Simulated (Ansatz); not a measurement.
Input and command of a plane-wave DFT calculation in Ansatz:

```yaml
crystal:
  lattice:
    - [2.8, 0.0, 0.0]
    - [0.0, 2.8, 0.0105]
    - [0.0, 0.0137625, 3.67]
  atoms:
    - { symbol: Cu, position: [0.5, 0.5, 0.5] }
    - { symbol: Au, position: [0.0, 0.0, 0.0] }
basis:
  ecutwfc: 420
kpoints:
  mp_grid: { grid: [18, 18, 14] }
hamiltonian:
  xc: pbesol
scf:
  occupations: { method: gaussian, width: 0.15 }
output:
  forces: true
  stress: true
  eigenvalues: true
```

```bash
ansatz run input.yaml --threads 1 --pin off --max-ram 2560MiB --backend cpu --events-out ev --progress --plain --runs-dir out
```

Processor: Arm Neoverse V1, 1 thread, on a host shared with other jobs.

Q: How long does it run, and how much memory does it take?

A: About 42 s on 1 thread of Arm Neoverse V1, with other jobs on the host, peak memory 0.87 GiB. It solves 23 bands at 1280 k points (the mesh reduced by symmetry) with about 547 plane waves, in 7 SCF iterations.
